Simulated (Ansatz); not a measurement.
# LiF: a single-point run

Aim: a sound single-point run of LiF. The structure is shown as the input types it. The cell is built on a prototype (zincblende) and needn't be the phase found in nature.

Computed with Ansatz 0.2.0 (density functional or hybrid calculation with the settings of its input, plane waves (as first typed), unless a step's input says otherwise).

2 further runs of the same task are left out: 2 that didn't finish.

### 1 The structure to begin with

The structure is cubic, space group F-43m (No. 216). The conventional cell has a = 4.289 Å, b = 4.289 Å, c = 4.289 Å, α = 90.00°, β = 90.00°, γ = 90.00°. Li (site symmetry -43m) has 4 F at 1.86 Å as nearest neighbours. F (site symmetry -43m) has 4 Li at 1.86 Å as nearest neighbours.

As a file:

```cif
data_structure
_symmetry_space_group_name_H-M 'P 1'
_symmetry_Int_Tables_number 1
_cell_length_a 3.0329
_cell_length_b 3.0329
_cell_length_c 3.0329
_cell_angle_alpha 60.000
_cell_angle_beta 60.000
_cell_angle_gamma 60.000
_cell_volume 19.73
loop_
_atom_site_label
_atom_site_type_symbol
_atom_site_fract_x
_atom_site_fract_y
_atom_site_fract_z
_atom_site_occupancy
Li1 Li 0.00000 0.00000 0.00000 1
F1 F 0.25000 0.25000 0.25000 1
```

### 2 The run

The input, input.yaml:

```yaml
crystal:
  lattice:
    - [0.0, 2.1446105498, 2.1446105498]
    - [2.1446105498, 0.0, 2.1446105498]
    - [2.1446105498, 2.1446105498, 0.0]
  atoms:
    - { symbol: Li, position: [0.0, 0.0, 0.0] }
    - { symbol: F, position: [0.25, 0.25, 0.25] }
kpoints:
  mp_grid: { grid: [8, 8, 8] }
hamiltonian:
  xc: r2scan
scf:
  occupations: { method: fixed }
  n_extra_bands: 4
  convergence: { dr2_threshold: 1.0 }
  max_iter: 54
output:
  forces: true
  stress: true
  eigenvalues: true
```

Run with:

```bash
ansatz run input.yaml --threads 4 --pin off --max-ram 3686MiB --backend cpu --events-out ev --progress --plain --runs-dir out
```

**Question.** How will this run end, and is anything wrong with its input?

This run ends as converged, with warnings (force scf threshold loose, stress scf threshold loose). Its log warns: «scf.convergence.dr2_threshold = 1e0 eV is looser than this run's default, which is 1e-7 eV or tighter. The error in the forces grows as the threshold's square root ...»

The threshold asked is loose, but the program put off the close and ended at dr2 = 1.6e-9, so little accuracy was lost here.

The test: delete scf.convergence.dr2_threshold (the default then holds).
